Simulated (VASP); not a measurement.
## A VASP 6.6.1 single-point calculation on MgH₂

INCAR

```
PREC = High
EDIFF = 1E-7
IBRION = -1
ISIF = 2
LCHARG = .FALSE.
NELM = 120
ISMEAR = -1
NBANDS = 9
GGA = PE
ENCUT = 520
LASPH = .TRUE.
LWAVE = .FALSE.
LREAL = .FALSE.
SIGMA = 0.02
NSW = 0
```

KPOINTS

```
KPOINTS created by Atomic Simulation Environment
0
Gamma
10 10 10
0 0 0
```

POSCAR

```
Mg H
 1.0000000000000000
    -0.0000000000000000    2.3649613291016132    2.3649613291016132
     2.3649613291016132   -0.0000000000000000    2.3649613291016132
     2.3649613291016132    2.3649613291016132   -0.0000000000000000
 Mg  H
   1   2
Cartesian
 -0.0000000000000000  0.0000000000000000  0.0000000000000000
  1.1824806645508066  1.1824806645508066  1.1824806645508066
  3.5474419936524195  3.5474419936524200  3.5474419936524200
```

The recommended PBE PAW datasets give the neutral cell 4 valence electrons.

Command

```
mpirun -np 1 vasp_std
```

Question: How does this run end, and what does it give?

Answer: It converged. Results: gap between bands v and c on the k mesh -1.33 eV (bands overlap: a metal); least direct gap on the k mesh 2.00 eV; pressure 0.7 GPa. Band v is the last that the valence electrons fill when counted band by band, and c is the next.

OSZICAR

```
N       E                     dE             d eps       ncg     rms          rms(c)
DAV:   1    -0.322721120364E+01   -0.32272E+01   -0.17076E+03   886   0.330E+02
DAV:   2    -0.904342600432E+01   -0.58162E+01   -0.53704E+01  1183   0.431E+01
DAV:   3    -0.916637027524E+01   -0.12294E+00   -0.12286E+00  1041   0.618E+00
DAV:   4    -0.916659119068E+01   -0.22092E-03   -0.22091E-03  1215   0.243E-01
DAV:   5    -0.916659172793E+01   -0.53725E-06   -0.53716E-06  1016   0.964E-03    0.470E+00
DAV:   6    -0.866477149325E+01    0.50182E+00   -0.34072E-01   882   0.227E+00    0.238E+00
DAV:   7    -0.849284384255E+01    0.17193E+00   -0.45271E-01   903   0.287E+00    0.372E-01
DAV:   8    -0.849666576895E+01   -0.38219E-02   -0.86837E-03   979   0.492E-01    0.598E-02
DAV:   9    -0.849660796894E+01    0.57800E-04   -0.27583E-04   995   0.772E-02    0.144E-02
DAV:  10    -0.849662733489E+01   -0.19366E-04   -0.36810E-05   948   0.308E-02    0.117E-02
DAV:  11    -0.849662600553E+01    0.13294E-05   -0.52927E-06  1028   0.829E-03    0.194E-03
DAV:  12    -0.849662593228E+01    0.73249E-07   -0.16150E-07   990   0.244E-03
   1 F= -.84966259E+01 E0= -.84965876E+01  d E =-.767585E-04
```

For comparison, a separate PBE run of the intended cell, on usual settings and not on those above, gives a gap of -1.33 eV on its mesh and a pressure of 0.7 GPa.
